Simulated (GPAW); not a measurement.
Runs of GPAW 26.7.0 on Ga. It takes space group I4/mmm (No. 139, tetragonal). Conventional cell: a = 2.769 Å, b = 2.769 Å, c = 4.622 Å, α = 90.00°, β = 90.00°, γ = 90.00°. Ga (site symmetry 4/mmm) has 12 Ga at 2.77 to 3.03 Å as nearest neighbours. This isn't the form of Ga at room conditions, which is orthorhombic.

```csv
task,level,potentials or basis,smearing,band path,band points,eigensolver,gap on the mesh (eV),pressure (GPa)
single point,RPBE,"the program's PAW data sets (release 1.2.1) made for this functional, pw",gaussian 0.05 eV,-,-,-,none,5.8
band structure,RPBE+D4,"the program's PAW data sets (release 1.2.1) made for this functional, pw",gaussian 0.05 eV,"GXYSGZS1NPY1Z,XP",100,-,-,(a)
single point,PBEsol,"PAW data sets generated in the run's folder for this functional, pw",gaussian 0.02 eV,-,-,-,none,0.1
single point,PBEsol,"PAW data sets generated in the run's folder for this functional, pw",gaussian 0.05 eV,-,-,-,none,0.1
```

Alike in all rows: no spin polarisation; cell as given; k mesh 13 × 13 × 13; cutoff (eV) 600.

Question: Estimate the missing entries.

Answer: (a) -2.2.

Caveats: pairwise dispersion overbinds metals, which lowers pressure and volume (some runs).

A k mesh can miss the band edges, and the runs leave out spin-orbit coupling on Ga.

A gap of «none» marks a metal or a gap under the smearing width.

Runs at the PBE level aren't shown here.
